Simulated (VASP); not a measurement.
## TaC: relaxation of cell and atoms with RPBE

TaC:

```
Ta C
1.0
     0.00000    2.22300    2.22300
     2.22300    0.00000    2.22300
     2.22300    2.22300    0.00000
Ta C
1 1
Direct
  0.00000 0.00000 0.00000
  0.50000 0.50000 0.50000
```

```json
{"Program": "VASP 6.6.1", "Task": "relaxation of cell and atoms", "Functional": "RPBE", "Potentials or basis": "VASP PAW PBE potentials, release 64 (Ta_pv, C)", "Cutoff": "600 eV", "k mesh": "14 × 14 × 14", "Occupations": "methfessel-paxton, width 0.1 eV", "Spin": "no spin polarisation", "Further INCAR settings": "ALGO = Normal; EDIFF = 1e-06; IBRION = 2; EDIFFG = -0.01; NSW = 90; ISIF = 3"}
```

```
Relaxed volume                         : 11.37 Å³/atom
Relaxed cell                           : a = 3.180 Å, b = 3.180 Å, c = 3.180 Å, α = 60.00°, β = 60.00°, γ = 60.00°
Space group after relaxing (to 0.05 Å) : Fm-3m (No. 225)
Energy gained by relaxing              : 13.5 meV/atom
Ionic steps                            : 4
Pressure after relaxing                : 0.0 GPa
Band gap on the k mesh                 : none (metal or under the smearing width)
```

Step by step:
```
step  energy change (eV)  largest force (eV/Å)  pressure (GPa)  volume (Å³)
   1              0.0000                0.0000           11.61        21.97
   2              0.1018                0.0000          -20.74        24.60
   3             -0.0271                0.0000           -0.28        22.76
   4             -0.0271                0.0000           -0.03        22.74
```

Final structure:
```
CELL_PARAMETERS angstrom
0.00000 2.24879 2.24879
2.24879 0.00000 2.24879
2.24879 2.24879 0.00000
ATOMIC_POSITIONS crystal
Ta 0.00000 0.00000 0.00000
C 0.50000 0.50000 0.50000
```

Levels at points of the mesh, in eV from the Fermi level:
| k point | band 5 | band 6 | band 7 | band 8 | band 9 | band 10 | band 11 |
| --- | --- | --- | --- | --- | --- | --- | --- |
| (0.00, 0.00, 0.00) | -1.37 | -1.37 | -1.37 | -0.58 | -0.58 | -0.58 | 0.53 |
| (0.50, 0.00, 0.00) | -8.65 | -5.44 | -5.44 | 2.53 | 2.53 | 3.47 | 5.17 |
| (0.50, 0.50, 0.00) | -4.74 | -4.48 | -1.88 | -1.88 | 2.40 | 3.84 | 3.84 |

Wall time 36 s on 1 thread of Intel(R) Xeon(R) 6975P-C (Granite Rapids) (shared host), peak memory 0.19 GiB.

Caveat: the PAW data sets were made with another functional, which shifts forces and pressure a little. Zero-point motion and thermal expansion aren't in these numbers.
